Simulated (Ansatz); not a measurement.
## Palladium (hcp) across density functionals

All rows: Ansatz, plane waves with scalar-relativistic PAW, 420 eV (500 eV for the SCAN forms), relaxed under each functional, no dispersion correction, no zero-point motion. B₀ comes from uniform scaling at fixed shape; a dash is a value not given.

```
functional  V (Å³/atom)                                    cell  B₀ (GPa)                       magnetic state  ΔE to fcc (meV/atom)
       PBE        15.44  a = 2.776 Å, c = 4.626 Å (c/a = 1.666)       165                    spin not included                    30
    r²SCAN        15.04  a = 2.748 Å, c = 4.599 Å (c/a = 1.673)       181  ferromagnetic, net 0.42 μB per atom                    32
    PBEsol        14.64  a = 2.726 Å, c = 4.550 Å (c/a = 1.669)       201                    spin not included                    37
       LDA        14.23  a = 2.699 Å, c = 4.511 Å (c/a = 1.671)       224                    spin not included                    40
    revPBE        15.76  a = 2.796 Å, c = 4.655 Å (c/a = 1.665)       151                    spin not included                    29
      RPBE        15.89  a = 2.802 Å, c = 4.672 Å (c/a = 1.667)       145  ferromagnetic, net 0.36 μB per atom                    28
      BLYP        16.46  a = 2.833 Å, c = 4.735 Å (c/a = 1.671)       132                    spin not included                    26
```

LDA gives the smallest volume and BLYP the largest.

Real palladium is paramagnetic; a moment here is an artefact of the functional.
